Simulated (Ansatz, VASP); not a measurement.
# Cross-check of GaSb between VASP and Ansatz, part 3 of 3

One calculation is typed for both programs; each brings its own data sets. How far apart do they land? The structure shown is the start of the Ansatz relaxation below; VASP solves that cell, so the two are compared at the walk's first step.

VASP 6.6.1 and Ansatz 0.2.0.

So far: Starting point; Ansatz: relaxation, r2SCAN; VASP: single point, r2SCAN, start cell.

## 3. VASP: single point, r2SCAN, start cell (continued)

Level of this step: r2SCAN; plane waves and PAW (Ga_d, Sb) (VASP).

Numbers of over 12 decimals in the logs are rounded to 6 here.

From OUTCAR (step 3):

```text
ion  position               nearest neighbor table
   1  0.999  0.999  0.001-   2 2.66   2 2.66   2 2.68   2 2.68
   2  0.751  0.751  0.749-   1 2.66   1 2.66   1 2.68   1 2.68

  LATTYP: Found a body centered orthorhombic cell.
 ALAT       =     4.3366618474
 B/A-ratio  =     1.0201687079
 C/A-ratio  =     1.4084672070

 Subroutine GETGRP returns: Found  2 space group operations
 (whereof  2 operations were pure point group operations)

The static configuration has the point symmetry C_1h.

   k-points           NKPTS =   1728   k-points in BZ     NKDIM =   1728   number of bands    NBANDS=     15

   dimension x,y,z NGX =    30 NGY =   30 NGZ =   30
   dimension x,y,z NGXF=    60 NGYF=   60 NGZF=   60

   ENCUT  =  440.0 eV  32.34 Ry    5.69 a.u.   7.44  7.44  7.57*2*pi/ulx,y,z

   NELECT =      18.0000    total number of electrons

 k-points in reciprocal lattice and weights: Points of the shifted mesh
   0.04166667  0.04166667  0.04166667       0.001
   0.04166667  0.04166667  0.12500000       0.001
   0.04166667  0.04166667  0.20833333       0.001
   0.04166667  0.04166667  0.29166667       0.001
   0.04166667  0.04166667  0.37500000       0.001
   0.04166667  0.04166667  0.45833333       0.001
   0.04166667  0.04166667  0.54166667       0.001
   0.04166667  0.04166667  0.62500000       0.001
   0.04166667  0.04166667  0.70833333       0.001
[...]
0.95833333  0.95833333  0.87500000       0.001
   0.95833333  0.95833333  0.95833333       0.001

 average (electrostatic) potential at core
       1 -70.7434       2 -92.9969

 E-fermi :   4.7990

 k-point     1 :       0.0417    0.0417    0.0417
  band No.  band energies     occupation
    ...
      5     -10.9508      2.00000
      6      -7.3014      2.00000
      7       3.8621      2.00000
      8       4.4288      2.00000
      9       4.4343      2.00000
     10       5.1636      0.00000
     11       7.4121      0.00000
     12       7.4638      0.00000
     13       7.5998      0.00000
     14      10.8719      0.00000
    ...

 k-point     2 :       0.0417    0.0417    0.1250
  band No.  band energies     occupation
    ...
      5     -10.9511      2.00000
      6      -7.2072      2.00000
      7       2.8127      2.00000
      8       4.0838      2.00000
      9       4.3681      2.00000
     10       5.7993      0.00000
     11       7.6550      0.00000
     12       7.6930      0.00000
     13       7.9164      0.00000
     14      11.3290      0.00000
    ...

 k-point     3 :       0.0417    0.0417    0.2083
  band No.  band energies     occupation
    ...
      5     -10.9513      2.00000
      6      -6.9752      2.00000
      7       1.4504      2.00000
      8       3.7239      2.00000
      9       4.1100      2.00000
     10       5.8981      0.00000
     11       8.0171      0.00000
     12       8.1548      0.00000
     13       8.8779      0.00000
     14      12.0604      0.00000
    ...

  Total       -0.3772443     -0.3772443     -0.1326281     -0.3545084     -0.0010724     -0.0010724
  in kB      -10.3152051    -10.3152051     -3.6265263     -9.6935234     -0.0293228     -0.0293229
  external PRESSURE =      -8.0856455 kB  Pullay stress =       0.0000000 kB

  energy-cutoff  :      440.00
  volume of cell :       58.59
      direct lattice vectors                 reciprocal lattice vectors
     0.030924000  3.097407000  3.054023000    -0.163053244  0.163053244  0.163718479
     3.097407000  0.030924000  3.054023000     0.163053244 -0.163053244  0.163718479
     3.128330000  3.128330000  0.000000000     0.159829685  0.159829685 -0.163718531

 POSITION                                       TOTAL-FORCE (eV/Angst)
 -----------------------------------------------------------------------------------
      3.12839      3.12839      6.10387         0.000107      0.000107     -0.064055
      4.69244      4.69244      4.58521        -0.000107     -0.000107      0.064055
 -----------------------------------------------------------------------------------
    total drift:                               -0.000009     -0.000009     -0.003638

  FREE ENERGIE OF THE ION-ELECTRON SYSTEM (eV)
  ---------------------------------------------------
  free  energy   TOTEN  =       -37.5991574993 eV

  energy  without entropy=      -37.5991574993  energy(sigma->0) =      -37.59915750

 total charge
# of ion       s       p       d       tot
------------------------------------------
    1        0.876   0.746   9.962  11.584
    2        1.108   1.342   0.027   2.477
--------------------------------------------------
tot          1.984   2.088   9.990  14.061

[... 3 further parts left out ...]
```

The run ends at a pressure of -0.81 GPa, with forces up to 0.064 eV/Å.

## 4. Differences

Known differences besides the potentials themselves: VASP keeps PBE cores, Ansatz makes them for the functional; the data sets hold 28 valence electrons in Ansatz (on its PAW soft_1 files) and 18 in VASP; the cutoff is 500 eV in Ansatz and 440 eV in VASP. Total energies have different zeros and are not compared.

Forces (eV/Å; atoms numbered as in POSCAR):

| atom | Ansatz x, y, z | VASP x, y, z |
| --- | --- | --- |
| Ga1 | 0.000, 0.000, -0.060 | 0.000, 0.000, -0.064 |
| Sb2 | 0.000, 0.000, 0.060 | 0.000, 0.000, 0.064 |

The forces differ by 2.2 meV/Å r.m.s., which is 6.1 % of the r.m.s. force of 0.037 eV/Å (both taken over all components).

## 5. Summary of results

```yaml
r_m_s_force_difference_single_point_r2scan_start_cell: 2.2 meV/Å
```

In words: The r.m.s. force difference is 2.2 meV/Å (single point, r2SCAN, start cell), within the 12 meV/Å picked in this series as the mark of a large difference. The data sets hold unlike numbers of valence electrons (28 in Ansatz and 18 in VASP), so part of the differences comes from the potentials. How closely two codes agree says nothing of how well the functional describes the real material.

[Lines on the potential files, build, host, timing and source positions are cut from VASP's logs without a mark.]

[Logs are printed without paths, hosts, clocks, repeated set-up lines and the standing remarks that a program may print on its own settings, such as how far it seeks lower states.]

[Hosts, paths, dates, database ids (printed as entryN), source tags and the programs' standing remarks are cut or masked in the printed files.]
